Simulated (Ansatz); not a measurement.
**In: energy and pressure over a range of volumes**

An exercise on one series of results from a longer session: the logs are not shown, and one member is left open.

Program: Ansatz 0.2.0. Level of theory: DFT LDA, scalar-relativistic. These are calculated values, not measurements.

## The structure to begin with

The structure is tetragonal, space group I4/mmm (No. 139). The conventional cell has a = 3.252 Å, b = 3.252 Å, c = 4.948 Å, α = 90.00°, β = 90.00°, γ = 90.00°. In (site symmetry 4/mmm) is surrounded by 12 In at 3.25 to 3.38 Å.

As a file:

```xyz
1
Lattice="-1.6261 1.6261 2.4739 1.6261 -1.6261 2.4739 1.6261 1.6261 -2.4739" Properties=species:S:1:pos:R:3 pbc="T T T"
In    0.0000    0.0000    0.0000
```

The structure is an experimental refinement, used without relaxation.

Set-up of the first run:

input.yaml

```yaml
crystal:
  lattice:
    - [-1.5932363393, 1.5932363393, 2.4238766667]
    - [1.5932363393, -1.5932363393, 2.4238766667]
    - [1.5932363393, 1.5932363393, -2.4238766667]
  atoms:
    - { symbol: In, position: [0.0, 0.0, 0.0] }
kpoints:
  mp_grid: { grid: [12, 12, 14] }
scf:
  occupations: { method: fermi_dirac, width: 0.05 }
hamiltonian:
  xc: lda
  pseudopotentials: { kind: all_electron, lapw: { basis_error: 0.001 } }
output:
  forces: true
  stress: true
  eigenvalues: true
```

Run with:

```bash
> ansatz run input.yaml --threads 1 --pin off --max-ram 3072MiB --backend cpu --events-out ev --progress --plain --runs-dir out
```

Steps of the session up to this table: Volume × 0.9405, LAPW; Volume × 0.9405, PAW; Volume × 0.9405, crystal datasets; Volume × 0.97, LAPW; Volume × 0.97, PAW; Volume × 1.03, LAPW; Volume × 1.03, PAW; Volume × 1.06, LAPW; Volume × 1.06, PAW; Volume × 1.06, crystal datasets.

One of the session's tables, all rows but one given; the rest of the session is left out.

| method | volume (Å³/atom) | pressure (GPa) |
| --- | --- | --- |
| LAPW | 24.611 | 0.07 |
| LAPW | 25.383 | -1.35 |
| LAPW | 26.168 | -2.54 |
| LAPW | 26.953 | ? |
| LAPW | 27.738 | -4.32 |
| PAW | 24.611 | 0.06 |
| PAW | 25.383 | -1.36 |
| PAW | 26.168 | -2.55 |
| PAW | 26.953 | -3.53 |
| PAW | 27.738 | -4.33 |
| crystal datasets | 24.611 | 0.07 |
| crystal datasets | 26.168 | -2.54 |
| crystal datasets | 27.738 | -4.33 |

Q: Estimate the row for LAPW, 26.953 from the others.

The run gave: pressure (GPa): -3.52. In the column «pressure (GPa)» it lies between PAW, 26.953 (-3.53) and PAW, 26.168 (-2.55).

Limits of these values: Shape and positions are held, so a fully relaxed modulus can be lower. Warnings in the runs' records: symmetry narrowed by mesh, gradients without spin orbit, crystal datasets made.
